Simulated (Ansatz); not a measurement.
One structure, 3 elements: CO, SnO, PbO

Plane-wave DFT in Ansatz with scalar-relativistic PAW potentials, cutoff 420 eV, Γ-centred meshes chosen by cell and gap, Gaussian smearing with energies taken to zero width. Every cell was relaxed (cell and atoms) in a run of its own, within the symmetry of its start. Functional: PBEsol.

All members share space group P4/nmm and the same sites; only the element on one set of sites changes (C, Sn, Pb). Members needn't be the stable form of their composition. Energies over the elements, where given, are against the elements' standard states in the same functional (H₂, N₂, O₂ and halogens uncorrected, Hg as a solid). The first member:

Space group P4/nmm:1 (No. 129). a = 3.067 Å, b = 3.067 Å, c = 3.431 Å, α = 90.00°, β = 90.00°, γ = 90.00°
| atom | site | symmetry | x | y | z |
| --- | --- | --- | --- | --- | --- |
| C | 2c | 4mm | 0.0000 | 0.5000 | 0.2036 |
| O | 2a | -4m2 | 0.5000 | 0.5000 | 0.0000 |

**Question.** How do size, gap and binding change down the group?

**Answer.**
| compound | V (Å³/atom) | a (Å) | c (Å) | gap on mesh (eV) | energy over elements (eV/atom) |
| --- | --- | --- | --- | --- | --- |
| CO | 8.07 | 3.067 | 3.431 | 0.13 | 1.808 |
| SnO | 17.21 | 3.805 | 4.753 | 0.00 | -1.323 |
| PbO | 20.18 | 3.988 | 5.077 | 1.23 | -1.115 |

Over the series the volume grows at each step down the group; a gap opens only for C, Pb (gaps under about 0.1 eV aren't resolved; a zero can be real, or an error of the semilocal functional, which closes small gaps); binding against the elements is strongest for Sn.

Spin-orbit coupling is left out, which matters for the bands of heavy elements. Each cell of CO holds layers, and where no dispersion correction was added their binding is poorly described. For Tl, Pb and Bi spin-orbit coupling shifts energies too.